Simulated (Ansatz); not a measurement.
# From the elastic tensor of SiC at 18 GPa (stress–strain coefficients) to moduli and sound speeds

Method: Ansatz, DFT LDA, scalar-relativistic, plane waves, PAW. Settings: 420 eV plane-wave cutoff, Γ-centred 12×12×6 mesh, fixed occupations. No spin polarisation.

It takes space group P6_3mc (No. 186, hexagonal). Conventional cell: a = 2.988 Å, b = 2.988 Å, c = 4.901 Å, α = 90.00°, β = 90.00°, γ = 120.00°. Si (site symmetry 3m) is surrounded by 4 C at 1.83 to 1.84 Å. Around C (site symmetry 3m) lie 4 Si at 1.83 to 1.84 Å.

Relaxed-ion constants (GPa, on the Cartesian axes of the calculation):
C11 = 607.5, C12 = 178.7, C13 = 111.1, C22 = 607.5, C23 = 111.1, C33 = 658.8, C44 = 159.4, C55 = 159.4, C66 = 214.4 GPa; the others vanish.

Density 3.514 g/cm³; 4 atoms in 37.89 Å³.

The values that follow are for a polycrystal of randomly turned grains, by Hill's mean where one number stands.

| Item | Value |
| --- | --- |
| Bulk modulus, Voigt / Reuss / Hill | 297.3 / 297.3 / 297.3 GPa |
| Shear modulus, Voigt / Reuss / Hill | 204.9 / 196.2 / 200.5 GPa |
| Young's modulus | 491 GPa |
| Poisson ratio | 0.225 |
| Pugh ratio B/G | 1.48 |
| Universal anisotropy index | 0.22 |
| Longitudinal and transverse sound speeds | 12676 and 7554 m/s |
| Debye temperature from the mean sound speed | 1177 K |

Cost: 1 run of about 4.2 core-minutes, on Arm Neoverse V1 (shared hosts).

Under this pressure, wurtzite SiC remains a stiff covalent solid whose anisotropy lies in shear rather than in compression. C33 exceeds C11, but the weaker coupling C13 offsets this, so the two axes shorten almost equally under hydrostatic load and the Voigt and Reuss bulk moduli coincide at 297.3 GPa. Shear is less even: C44, at 159.4 GPa, lies well below C66, at 214.4 GPa. Sliding the basal bilayers over one another probably relies more on bending the tetrahedral bonds than on stretching them.

The directional sp3 bonding also shows in C13 < C44 and C12 < C66, the reverse of what central forces alone would give under compression. The same resistance to bond bending keeps the shear modulus high relative to the bulk modulus, and light atoms help to raise the sound speeds and Debye temperature. The constants satisfy the hexagonal conditions for elastic stability at this pressure, but that does not establish wurtzite as the preferred polytype.
